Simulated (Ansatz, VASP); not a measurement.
Two plane-wave programs on SiC

INCAR

```
  PREC = Accurate
  ENCUT = 520
  EDIFF = 1E-6
  ISMEAR = 0
  SIGMA = 0.05
  LREAL = False
  LASPH = True
  NELM = 80
  ALGO = Normal
  ISIF = 2
  LWAVE = False
  LCHARG = False
  GGA = PE
  NBANDS = 11
```

Contents of KPOINTS:

```
regular mesh
0
Gamma
  12 12 12
```

Contents of POSCAR:

```
SiC
1.0
    0.0000000000      2.2187104961      2.2187104961
    2.2187104961      0.0000000000      2.2187104961
    2.1048166907      2.1048166907      0.1138938055
Si C
1 1
Direct
    0.0000000000      0.0000000000      0.0000000000
    0.7500000000      0.7500000000      0.7500000000
```

Input for Ansatz:

```yaml
crystal:
  lattice:
    - [0.0, 2.2187104961, 2.2187104961]
    - [2.2187104961, 0.0, 2.2187104961]
    - [2.1048166907, 2.1048166907, 0.1138938055]
  atoms:
    - { symbol: Si, position: [0.0, 0.0, 0.0] }
    - { symbol: C, position: [0.75, 0.75, 0.75] }
basis:
  ecutwfc: 520.0
kpoints:
  mp_grid: { grid: [12, 12, 12] }
hamiltonian:
  xc: pbe
  pseudopotentials: { kind: paw, azcp: { folder: soft_1 } }
scf:
  occupations: { method: gaussian, width: 0.05 }
output:
  forces: true
  stress: true
  eigenvalues: true
```

Alike in both runs: task single point; functional PBE; k mesh 12 × 12 × 12; occupations gaussian, width 0.05 eV; no spin polarisation.

```csv
,VASP,Ansatz
version,VASP 6.6.1,Ansatz 0.2.0
potentials or method,"VASP PAW PBE potentials, release 64 (Si, C)","scalar-relativistic, plane waves, PAW"
plane-wave cutoff (eV),520,520
valence electrons in the cell,8,8
```

Ansatz gave:

| Item | Value |
| --- | --- |
| gap on the k mesh at the Fermi level (eV) | 0.99 |
| least direct gap on the mesh (eV) | 3.98 |
| pressure (GPa) | 11.6 |
| largest component of the traceless stress (GPa) | 16.70 |
| rms of the force components (eV/Å) | 0.740 |

Question: What did VASP give for the same quantities?

Answer: gap on the k mesh at the Fermi level (eV): 0.98; least direct gap on the mesh (eV): 3.97; pressure (GPa): 11.5; largest component of the traceless stress (GPa): 16.75; rms of the force components (eV/Å): 0.739.

Atom by atom the forces differ by 0.002 eV/Å (rms over components).

Caveats: forces of over 1 eV/Å show positions far from the minimum, so gaps and moduli don't describe the material at rest. A k mesh can miss the band edges.
